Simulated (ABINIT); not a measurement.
MgS:

```
CELL_PARAMETERS angstrom
4.03462 0.00000 0.00000
-2.01731 3.49409 0.00000
0.00000 0.00000 6.43229
ATOMIC_POSITIONS crystal
S 0.66667 0.33333 0.87924
S 0.33333 0.66667 0.37924
Mg 0.33333 0.66667 0.99575
Mg 0.66667 0.33333 0.49575
```

The cell comes from a database or a generator and needn't be the stable form of this composition.

```yaml
Program: ABINIT 10.8.3 (patched build)
Task: single point
Functional: PBEsol
Potentials_or_basis: PseudoDojo NC SR PBEsol v0.4.1 standard
Cutoff: 1143 eV
k_mesh: 8 × 8 × 4
Occupations: fermi-dirac, width 0.05 eV
Spin: no spin polarisation
```

On this cell: pressure -0.3 GPa; largest force 0.048 eV/Å; band gap on the k mesh 3.26 eV, direct.

The same run follows on a disturbed copy (atoms moved at random, drawn with an rms of 0.05 Å):

```
CELL_PARAMETERS angstrom
4.03462 0.00000 0.00000
-2.01731 3.49409 0.00000
0.00000 0.00000 6.43229
ATOMIC_POSITIONS crystal
S 0.66170 0.33747 0.87235
S 0.33641 0.66494 0.37150
Mg 0.33406 0.66863 0.99751
Mg 0.66446 0.32535 0.50085
```

Question: What changes?

Answer: The energy moves by +6.0 meV/atom; pressure -0.1 GPa; largest force 0.457 eV/Å; band gap on the k mesh 3.35 eV, direct.

Forces on the atoms (eV/Å):
```
S    0.156 -0.055  0.337
S   -0.052 -0.100  0.338
Mg  -0.137  0.038 -0.234
Mg   0.033  0.117 -0.441
```

Stress tensor (GPa, compression positive):
```
-1.07 -0.36 -0.13
-0.36 -0.93  0.20
-0.13  0.20  1.57
```

